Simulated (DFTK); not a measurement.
## Ru in DFTK: convergence with k mesh

The system is Ru.

```xyz
2
Lattice="2.7058 0.0000 0.0000 -1.3529 2.3433 0.0000 0.0000 0.0000 4.2819" Properties=species:S:1:pos:R:3 pbc="T T T"
Ru    1.3529    0.7811    3.2114
Ru    0.0000    1.5622    1.0705
```

| Quantity | Value |
| --- | --- |
| Program | DFTK 0.8.2 |
| Task | convergence study |
| Functional | LDA |
| Potentials or basis | dojo.nc.sr.lda.v0_4_1.standard.upf (LDA) |
| Cutoff | 1197 eV |
| k mesh | 2 × 2 × 1 |
| Occupations | fermi-dirac, width 0.05 eV |
| Spin | collinear spin, ferromagnetic start |
| Starting moments | [1.0, 1.0] μB |

These are the settings of the first run; the series varies k mesh, with any setting tied to it.

Hardware: 1 thread of Intel(R) Xeon(R) 6975P-C (Granite Rapids), with other jobs on the host.

Problem. The values tried are 2 × 2 × 1, 3 × 3 × 2, 5 × 5 × 3, 7 × 7 × 4, 8 × 8 × 4, 10 × 10 × 5, 12 × 12 × 7, 14 × 14 × 8, loosest first. From which on does the absolute moment stay within 0.02 μB of the tightest run that finished?

Solution. From 3 × 3 × 2 on.

| k mesh | energy less the tightest run, at zero smearing (meV/atom) | pressure (GPa) | absolute moment (μB) | SCF cycles |
| --- | --- | --- | --- | --- |
| 2 × 2 × 1 | 266.17 | -5.09 | 0.98 | 15 |
| 3 × 3 × 2 | 456.74 | -2.95 | 0.00 | 11 |
| 5 × 5 × 3 | -5.29 | -12.46 | 0.00 | 12 |
| 7 × 7 × 4 | 32.07 | -11.10 | 0.00 | 12 |
| 8 × 8 × 4 | -17.43 | -11.79 | 0.00 | 11 |
| 10 × 10 × 5 | 3.17 | -11.60 | 0.00 | 11 |
| 12 × 12 × 7 | -7.00 | -11.77 | 0.00 | 11 |
| 14 × 14 × 8 | 0.00 | -11.60 | 0.00 | 10 |

Not settled before the last step: the energy (to 1 meV/atom), the pressure (to 0.1 GPa). Meshes of other sizes hit other points, so gaps and Fermi surfaces needn't settle smoothly. The tightest run that finished is the yardstick and may itself not be fully converged.
